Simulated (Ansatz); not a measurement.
# HfO2 (fluorite type): the cost of one run

Computed with Ansatz 0.2.0 (DFT PBE, with the methods named in each step, unless a step's input says otherwise).

### Step 1. Starting point

It takes space group Fm-3m (No. 225, cubic). The conventional cell has a = 4.932 Å, b = 4.932 Å, c = 4.932 Å, α = 90.00°, β = 90.00°, γ = 90.00°. Around Hf (site symmetry m-3m) lie 8 O at 2.14 Å. Around O (site symmetry -43m) lie 4 Hf at 2.14 Å.

As a file:

```
Hf O
1.0
     0.00000    2.46621    2.46621
     2.46621    0.00000    2.46621
     2.46621    2.46621    0.00000
Hf O
1 2
Direct
  0.00000 0.00000 0.00000
  0.25000 0.25000 0.25000
  0.75000 0.75000 0.75000
```

Atoms are numbered in the order of the input: Hf1, O2, O3.

### Step 2. Cell relaxed at zero pressure, PAW

input.yaml reads:

```yaml
crystal:
  lattice:
    - [0.0, 2.4662120743, 2.4662120743]
    - [2.4662120743, 0.0, 2.4662120743]
    - [2.4662120743, 2.4662120743, 0.0]
  atoms:
    - { symbol: Hf, position: [0.0, 0.0, 0.0] }
    - { symbol: O, position: [0.25, 0.25, 0.25] }
    - { symbol: O, position: [0.75, 0.75, 0.75] }
kpoints:
  mp_grid: { grid: [11, 11, 11] }
scf:
  occupations: { method: fermi_dirac, width: 0.1 }
hamiltonian:
  xc: pbe
  pseudopotentials: { kind: paw }
output:
  forces: true
  stress: true
relax:
  f_tol: 0.005
  max_steps: 40
  cell: {}
```

The run is started by

```sh
$ ansatz run input.yaml --threads 2 --pin off --max-ram 5120MiB --backend cpu --events-out ev --progress --plain --runs-dir out
```

Q: Estimate wall time and peak memory on 2 threads of Intel Xeon at 2.50GHz (Skylake/Cascade Lake), shared host.

About 17 s, with a peak of 0.37 GiB.
